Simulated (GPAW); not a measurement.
# PbSe (Clausthalite) (Fm-3m) in GPAW: a series of runs, part 2 of 2

GPAW 26.7.0. Earlier steps stand in the parts before.

### 4 Dielectric tensor, PBE

Contents of run.py:

```python
import numpy as np
from ase import Atoms
from ase.dft.bandgap import bandgap
from ase.io import write
from gpaw import GPAW, PW
from gpaw.response.df import DielectricFunction

atoms = Atoms(['Pb', 'Se'],
              cell=[[0.0, 3.06065, 3.06065],
                    [3.06065, 0.0, 3.06065],
                    [3.06065, 3.06065, 0.0]],
              scaled_positions=[[0.0, 0.0, 0.0],
                                [0.5, 0.5, 0.5]],
              pbc=True)

calc = GPAW(mode=PW(500),
            xc='PBE',
            kpts={'size': (6, 6, 6), 'gamma': True},
            occupations={'name': 'fermi-dirac', 'width': 0.001},
            nbands=19,
            convergence={'density': 1e-06},
            maxiter=150,
            txt='gpaw.txt')
atoms.calc = calc
energy = atoms.get_potential_energy()
calc.write('gs.gpw')
write('result.traj', atoms)
print(f'Energy: {energy:.6f} eV')
print('Fermi level:', round(calc.get_fermi_level(), 4), 'eV')
print(f'Gap: {bandgap(calc)[0]:.4f} eV, direct: {bandgap(calc, direct=True)[0]:.4f} eV')

for size in [(19, 19, 19)]:
    name = 'x'.join(str(n) for n in size)
    dense = calc.fixed_density(kpts={'size': size, 'gamma': True},
                               nbands=36, convergence={'bands': 30, 'eigenstates': 1e-7},
                               update_fermi_level=True, txt=f'dense-{name}.txt')
    dense.write(f'{name}.gpw', mode='all')
    df = DielectricFunction(f'{name}.gpw', frequencies=np.array([0.0]), hilbert=False, eta=0.001,
                            ecut=80, nbands=30, intraband=False, txt=f'df-{name}.txt')
    for xc in ['ALDA']:
        for direction in ['x', 'y', 'z', [0, 1, 1], [1, 0, 1], [1, 1, 0]]:
            e0, e = df.get_macroscopic_dielectric_constant(xc=xc, direction=direction)
            print(f'{name} {xc} {direction}: {e0:.4f} without, {e:.4f} with local fields')
```

Potentials or basis: GPAW PAW data sets (gpaw-data 1.2.1), pw.

Run with:

```
OMP_NUM_THREADS=1 python run.py
```

gpaw.txt:

```text
__  _  _
 | _ |_)|_||  |
 |__||  | ||/\| - 26.7.0

Input parameters:
  mode=PW(ecut=500.0),
  convergence={'density': 1e-06},
  kpts=MonkhorstPack(size=(6, 6, 6), gamma=True),
  maxiter=150,
  nbands=19,
  occupations=Occupations(name='fermi-dirac', width=0.001),
  xc=XC(name='PBE')

Diagonalizing LCAO Hamiltonian
Converting LCAO to pw mode

                Se

       Pb

Atoms  # Å, Bohr magnetons
|   | symbol |        x |        y |        z |    initial magnetic moments |
|---|--------|----------|----------|----------|-----------------------------|
| 0 |     Pb | 0.000000 | 0.000000 | 0.000000 | ( 0.0000,  0.0000,  0.0000) |
| 1 |     Se | 3.060650 | 3.060650 | 3.060650 | ( 0.0000,  0.0000,  0.0000) |

Unit cell  # Å
| periodic |        x |        y |        z |  lengths |    angles |
|----------|----------|----------|----------|----------|-----------|
|      yes | 0.000000 | 3.060650 | 3.060650 | 4.328413 | 60.000000 |
|      yes | 3.060650 | 0.000000 | 3.060650 | 4.328413 | 60.000000 |
|      yes | 3.060650 | 3.060650 | 0.000000 | 4.328413 | 60.000000 |

Number of symmetries: 48
Symmetry operations  # r_c * U_cc + t_c -> r_c
|    | kind |            matrix            |
|----|------|------------------------------|
|  0 |  σ   |  1, 0, 0,  1, 0,-1,  1,-1, 0 |
|  1 |  C2  |  1, 0, 0,  1,-1, 0,  1, 0,-1 |
|  2 |  E   |  1, 0, 0,  0, 1, 0,  0, 0, 1 |
|  3 |  σ   |  1, 0, 0,  0, 0, 1,  0, 1, 0 |
|  4 |  C4  |  1, 0,-1,  1, 0, 0,  1,-1, 0 |
|  5 |  S6  |  1, 0,-1,  1,-1, 0,  1, 0, 0 |
|  6 |  σ   |  1, 0,-1,  0, 1,-1,  0, 0,-1 |
|  7 |  C3  |  1, 0,-1,  0, 0,-1,  0, 1,-1 |
|  8 |  S6  |  1,-1, 0,  1, 0, 0,  1, 0,-1 |
|  9 |  C4  |  1,-1, 0,  1, 0,-1,  1, 0, 0 |
| 10 |  C3  |  1,-1, 0,  0,-1, 1,  0,-1, 0 |
| 11 |  σ   |  1,-1, 0,  0,-1, 0,  0,-1, 1 |
| 12 |  σ   |  0, 1, 0,  1, 0, 0,  0, 0, 1 |
| 13 |  C4  |  0, 1, 0,  0, 1,-1, -1, 1, 0 |
| 14 |  C3  |  0, 1, 0,  0, 0, 1,  1, 0, 0 |
| 15 |  S6  |  0, 1, 0, -1, 1, 0,  0, 1,-1 |
| 16 |  C2  |  0, 1,-1,  1, 0,-1,  0, 0,-1 |
| 17 |  σ   |  0, 1,-1,  0, 1, 0, -1, 1, 0 |
| 18 |  S4  |  0, 1,-1,  0, 0,-1,  1, 0,-1 |
| 19 |  C4  |  0, 1,-1, -1, 1, 0,  0, 1, 0 |
| 20 |  C3  |  0, 0, 1,  1, 0, 0,  0, 1, 0 |
| 21 |  σ   |  0, 0, 1,  0, 1, 0,  1, 0, 0 |
| 22 |  S6  |  0, 0, 1,  0,-1, 1, -1, 0, 1 |
| 23 |  C4  |  0, 0, 1, -1, 0, 1,  0,-1, 1 |
| 24 |  S4  |  0, 0,-1,  1, 0,-1,  0, 1,-1 |
| 25 |  C3  |  0, 0,-1,  0, 1,-1,  1, 0,-1 |
| 26 |  C2  |  0, 0,-1,  0,-1, 0, -1, 0, 0 |
| 27 |  S6  |  0, 0,-1, -1, 0, 0,  0,-1, 0 |
| 28 |  S4  |  0,-1, 1,  1,-1, 0,  0,-1, 0 |
| 29 |  C4  |  0,-1, 1,  0, 0, 1, -1, 0, 1 |
| 30 |  C2  |  0,-1, 1,  0,-1, 0,  1,-1, 0 |
| 31 |  σ   |  0,-1, 1, -1, 0, 1,  0, 0, 1 |
| 32 |  C3  |  0,-1, 0,  1,-1, 0,  0,-1, 1 |
| 33 |  S6  |  0,-1, 0,  0, 0,-1, -1, 0, 0 |
| 34 |  S4  |  0,-1, 0,  0,-1, 1,  1,-1, 0 |
| 35 |  C2  |  0,-1, 0, -1, 0, 0,  0, 0,-1 |
| 36 |  C2  | -1, 1, 0,  0, 1, 0,  0, 1,-1 |
| 37 |  S6  | -1, 1, 0,  0, 1,-1,  0, 1, 0 |
| 38 |  S4  | -1, 1, 0, -1, 0, 1, -1, 0, 0 |
| 39 |  C3  | -1, 1, 0, -1, 0, 0, -1, 0, 1 |
| 40 |  S6  | -1, 0, 1,  0, 0, 1,  0,-1, 1 |
| 41 |  C2  | -1, 0, 1,  0,-1, 1,  0, 0, 1 |
| 42 |  C3  | -1, 0, 1, -1, 1, 0, -1, 0, 0 |
| 43 |  S4  | -1, 0, 1, -1, 0, 0, -1, 1, 0 |
| 44 |  C2  | -1, 0, 0,  0, 0,-1,  0,-1, 0 |
| 45 |  i   | -1, 0, 0,  0,-1, 0,  0, 0,-1 |
| 46 |  σ   | -1, 0, 0, -1, 1, 0, -1, 0, 1 |
| 47 |  C2  | -1, 0, 0, -1, 0, 1, -1, 1, 0 |

BZ-sampling:
  Number of BZ points: 216
  Number of IBZ points: 16

  Monkhorst-Pack size: [6, 6, 6]
  Monkhorst-Pack shift: [0.08333333333333333, 0.08333333333333333, 0.08333333333333333]

K-points  # in reciprocal-cell coordinates
|     |                                coordinates |     weight |
|-----|--------------------------------------------|------------|
|   0 | (  0.00000000,   0.00000000,   0.00000000) | 0.00462963 |
|   1 | (  0.16666667,   0.16666667,   0.00000000) | 0.02777778 |
|   2 | (  0.16666667,   0.16666667,   0.16666667) | 0.03703704 |
|   3 | (  0.33333333,   0.16666667,   0.16666667) | 0.05555556 |
|   4 | (  0.33333333,   0.33333333,  -0.33333333) | 0.05555556 |
|   5 | (  0.33333333,   0.33333333,   0.00000000) | 0.02777778 |
|   6 | (  0.33333333,   0.33333333,   0.16666667) | 0.11111111 |
|   7 | (  0.33333333,   0.33333333,   0.33333333) | 0.03703704 |
|   8 | (  0.50000000,   0.33333333,  -0.33333333) | 0.11111111 |
|   9 | (  0.50000000,   0.33333333,  -0.16666667) | 0.05555556 |
| ... |                                            |            |
|  15 | (  0.50000000,   0.50000000,   0.50000000) | 0.01851852 |

Plane wave coefficients: 1470
Cutoff: 500.0 eV

Spin-components: 1 (collinear spins)
Bands:           19
Projectors:      11
Spin-degeneracy: 2
Datatype:        complex128

Parallelization:
  kpt:    1
  domain: 1
  band:   1

Density:
  Valence electrons: 20.0
  Components: 1
  Grid points: [24 24 24]
  Charge: 0.0  # |e|

Potential:
  Grid points: [24 24 24]

species:
  Pb:
    name:    Lead
    Z:       82.0
    valence: 14
    core:    68
    charge:  0.0  # [|e|]
    compensation charges:
      type: gauss
      rc: 0.38  # [Å]
      lmax: 2
    cutoffs:
      filter: 2.36  # [Å]
      core: 2.43  # [Å]
    projectors
    | kind |    occ | energy [eV] | rcut [Å] |
    |------|--------|-------------|----------|
    |   6s |  2.000 |     -11.969 |    1.259 |
    |   6p |  2.000 |      -3.506 |    1.275 |
    |   5d | 10.000 |     -21.211 |    1.217 |
    |    s |        |      15.243 |    1.259 |
    |    p |        |      23.705 |    1.275 |
    |    d |        |       6.001 |    1.217 |

    Using partial waves for Pb as LCAO basis

  Se:
    name:    Selenium
    Z:       34.0
    valence: 6
    core:    28
    charge:  0.0  # [|e|]
    compensation charges:
      type: gauss
      rc: 0.27  # [Å]
      lmax: 2
    cutoffs:
      filter: 1.77  # [Å]
      core: 2.67  # [Å]
    projectors
    | kind |    occ | energy [eV] | rcut [Å] |
    |------|--------|-------------|----------|
    |   4s |  2.000 |     -17.277 |    0.847 |
    |   4p |  4.000 |      -6.512 |    1.005 |
    |    s |        |       9.935 |    0.847 |
    |    p |        |      20.699 |    1.005 |
    |    d |        |       0.000 |    0.847 |

    Using partial waves for Se as LCAO basis

Reference energy: -633377.995495  # eV

eigensolver:
  PPCG
  Converge bands: occupied
  niter=2

density mixing:
  MSR1-Mixer
  Pratt-step length: 0.05
  Maximum mixing coefficient: 0.75
  Old densities: 10
  SVD Regularization: 0.005
  Good broyden scale: 1.0
  Trust region scale: 1.0
  Backstep threshold: 4.0
  History deletion threshold: 6.0
  Fourier metric: weight=20.0, sigma=0.015

occupation numbers:
  Fermi-Dirac:
    width: 0.0010  # eV

poisson solver:
  ecut: 4000.0  # eV

xc functional:
  name: PBE with 2 nearest neighbor stencil

convergence criteria:
- Maximum integral of absolute [dens]ity change: 1e-06 electrons / valence electron
- Maximum [total energy] change in last 3 cyles: 0.0005 eV / valence electron
- Maximum integral of absolute [eigenst]ate change: 4e-08 eV^2 / valence electron
maximum number of iterations: 150

SCF iterations
|iter     | |      energy | eigst |  dens |
|---------|-|-------------|-------|-------|
|iter:   1| |   -8.646233 | -0.24 |       |
|iter:   2| |   -8.586970 | -2.07 | -1.24 |
|iter:   3| |   -8.394291 | -1.92 | -1.28 |
|iter:   4| |   -8.395863 | -3.79 | -1.90 |
|iter:   5| |   -8.396535c| -4.37 | -2.29 |
|iter:   6| |   -8.396561c| -5.65 | -3.23 |
|iter:   7| |   -8.396563c| -6.81 | -3.76 |
|iter:   8| |   -8.396563c| -7.76c| -4.46 |
|iter:   9| |   -8.396563c| -7.88c| -5.21 |
|iter:  10| |   -8.396563c| -8.78c| -5.75 |
|iter:  11| |   -8.396563c| -9.06c| -6.55c|

Converged in 11 steps
Energy contributions relative to reference atoms: (reference = -633377.995495)

Energy contributions:
  Kinetic:          19.951216
  Coulomb:         -20.074924
  Zero:             -0.068412
  External:          0.000000
  Xc:               -8.204442
  Entropy:          -0.000000
  Spinorbit:         0.000000
  ----------------------------
  Free energy:      -8.396563
  Extrapolated:     -8.396563

dipole moment: (-25.874113, -25.874113, -25.874113)  # |e|*Ang

Fermi level: 6.297
Eigenvalues  # (at kpt = [0.000, 0.000, 0.000])
| band index |      eig [eV] | occ [0-2] |
|------------|---------------|-----------|
|          0 |       -10.721 |     2.000 |
|        ... |               |           |
|          2 |       -10.719 |     2.000 |
|          3 |       -10.719 |     2.000 |
|          4 |       -10.719 |     2.000 |
|          5 |        -7.478 |     2.000 |
|          6 |        -0.128 |     2.000 |
|          7 |         4.214 |     2.000 |
[... 9 lines left out ...]
|         17 |        14.530 |     0.000 |
|         18 |        15.112 |     0.000 |

Gap: 0.243 eV
Transition (v -> c):
  (s=0, k=15, n=9, [0.50, 0.50, 0.50]) -> (s=0, k=15, n=10, [0.50, 0.50, 0.50])
No difference between direct/indirect transitions
# Writing to gs.gpw (mode='')
```

It took 5.5 min on 1 thread of Arm Neoverse V1, shared host; peak memory 1.4 GiB.

What came out:

| Property | Result |
| --- | --- |
| Free energy | -8.3966 eV |
| Band gap on the k mesh | 0.24 eV, direct |
| Electronic dielectric tensor (diagonal) | 22.26 |

Electronic dielectric tensor:
```
22.26  0.00  0.00
 0.00 22.26  0.00
 0.00  0.00 22.26
```

Caveat: the gap is small at this level, which inflates the dielectric constant; the long-wavelength limit can be off by a per cent or two; spin-orbit coupling is left out, which as a rule narrows the gap of such compounds by several tenths of an eV; an odd mesh through Γ misses points on the zone boundary, where band edges often lie.

### 5 Against experiment

Step 3. Against the measured gap of PbSe, 0.15 eV (direct; 4.2 K; a printed reference work, monograph), the calculated 0.24 eV is off by +0.09 eV. 2 values of this kind are on record (0.15 to 0.28 eV); this one was drawn at random. Spin-orbit coupling on Pb, Se is left out. The value is that of PBE on a finite k mesh, which can miss the band edges, without temperature or zero-point motion.

Step 4. Against the measured gap of PbSe, 0.28 eV (direct; 300 K; a printed reference work, monograph), the calculated 0.24 eV is off by -0.04 eV. 2 values of this kind are on record (0.15 to 0.28 eV); this one was drawn at random. Spin-orbit coupling on Pb, Se is left out. The value is that of PBE on a finite k mesh, which can miss the band edges, without temperature or zero-point motion. Semilocal functionals fall short of measured gaps as a rule.
